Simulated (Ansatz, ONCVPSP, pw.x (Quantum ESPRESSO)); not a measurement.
## pw.x on bcc H: one setting changed

Potential: optimised norm-conserving Vanderbilt (ONCV), ONCVPSP 4.0.1.1 (patched build), PBE; core none, reference 1s1; waves: 1s: rc 0.75 bohr, ncon 3, nbas 7, qcut 7.5 1/bohr, 2 projectors, debl 0.5 Ha; p scattering state at 0.04 Ha: rc 0.70 bohr, ncon 3, nbas 6, qcut 12.3 1/bohr, 1 projector; local part: polynomial inside 0.60 bohr (lpopt 4, dvloc0 0.5 Ha); core correction: none.

The reference run (k-mesh 18³, cutoffs 140/560 Ry, Fermi–Dirac 0.01 Ry, mixing_beta 0.4, conv_thr 1e-9, no spin) gives -3.38 GPa at 3.033 Å³/atom, where all-electron LAPW gives -2.27 GPa. This run, with its own iteration cap, changes k-mesh shift to 1.

```
&control
  calculation='scf', prefix='x', pseudo_dir='./', outdir='./tmp', tstress=.true., disk_io='none'
/
&system
  ibrav=0, nat=1, ntyp=1, ecutwfc=140, ecutrho=560, nbnd=7,
  occupations='smearing', smearing='fd', degauss=0.01
/
&electrons
  conv_thr=1e-09, mixing_beta=0.4, electron_maxstep=60
/
ATOMIC_SPECIES
H 1.0 H.UPF
CELL_PARAMETERS angstrom
  -0.91187954 0.91187954 0.91187954
  0.91187954 -0.91187954 0.91187954
  0.91187954 0.91187954 -0.91187954
ATOMIC_POSITIONS crystal
H 0.0000 0.0000 0.0000
K_POINTS automatic
18 18 18 1 1 1
```

```bash
pw.x < H.scf.in > H.scf.out
```

How does the run end?

It converges in 3 iterations; the free energy moves by +5.6 meV/atom and the pressure by +0.32 GPa.

```
Message from routine setup:
     using ibrav=0 with symmetry is DISCOURAGED, use correct ibrav instead
     lattice parameter (alat)  =       2.9847  a.u.
     unit-cell volume          =      20.4677 (a.u.)^3
     number of electrons       =         1.00
     number of Kohn-Sham states=            7
     kinetic-energy cutoff     =     140.0000  Ry
     charge density cutoff     =     560.0000  Ry
     scf convergence threshold =      1.0E-09
     Exchange-correlation= PBE
     number of k points=   190  Fermi-Dirac smearing, width (Ry)=  0.0100
     iteration #  1     ecut=   140.00 Ry     beta= 0.40
     total energy              =      -1.07602752 Ry
     estimated scf accuracy    <       0.00000091 Ry
     iteration #  2     ecut=   140.00 Ry     beta= 0.40
     total energy              =      -1.07603060 Ry
     estimated scf accuracy    <       0.00000035 Ry
     iteration #  3     ecut=   140.00 Ry     beta= 0.40
     the Fermi energy is     3.6625 ev
!    total energy              =      -1.07603069 Ry
     estimated scf accuracy    <          8.4E-11 Ry
     smearing contrib. (-TS)   =      -0.00060027 Ry
     The total energy is F=E-TS. E is the sum of the following terms:
     one-electron contribution =       0.62511378 Ry
     hartree contribution      =       0.01853692 Ry
     xc contribution           =      -0.66313056 Ry
     ewald contribution        =      -1.05595055 Ry
     convergence has been achieved in   3 iterations
          total   stress  (Ry/bohr**3)                   (kbar)     P=      -30.67
     Message from routine punch:
     Nothing written, as per user request (disk_io='none')
```

The run took about 8.4 s on one core of a shared host (Neoverse-N1, 64 threads, 124 GiB, load 56).
